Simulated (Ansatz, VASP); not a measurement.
# One calculation of CdSe, two programs

```
Cd Se
1.0
     6.24218    0.36326    0.09837
    -0.36326   -6.21108   -0.24721
    -0.09837   -0.24721   -6.27324
Cd Se
4 4
Direct
  0.99050 0.04049 0.99759
  0.55279 0.50856 0.97183
  0.47978 0.97141 0.52067
  0.98576 0.50772 0.50502
  0.75670 0.73340 0.75737
  0.24921 0.28190 0.75861
  0.25828 0.75354 0.26028
  0.72699 0.20298 0.22863
```

The cell comes from a database or a generator and needn't be the stable form of this composition.

Alike in both runs: task single point; functional PBE; k mesh 4 × 4 × 4; occupations gaussian, width 0.05 eV; no spin polarisation.

```csv
,VASP,Ansatz
version,VASP 6.6.1,Ansatz 0.2.0
potentials or method,"VASP PAW PBE potentials, release 64 (Cd, Se)","scalar-relativistic, plane waves, PAW"
plane-wave cutoff (eV),520,420
valence electrons in the cell,72,144
```

|  | VASP | Ansatz | Ansatz less VASP |
| --- | --- | --- | --- |
| gap on the k mesh at the Fermi level (eV) | 0.30 | 0.31 | +0.005 |
| pressure (GPa) | 3.1 | 2.8 | -0.32 |
| largest component of the traceless stress (GPa) | 5.67 | 5.53 | -0.139 |
| rms of the force components (eV/Å) | 1.769 | 1.718 | -0.0517 |

Atom by atom the forces differ by 0.053 eV/Å (rms over components). With one functional, cell and mesh, what is left measures potentials, basis and numerics. The two sets of potentials don't hold the same shells in valence.

Caveats: forces of over 1 eV/Å show positions far from the minimum, so gaps and moduli don't describe the material at rest.
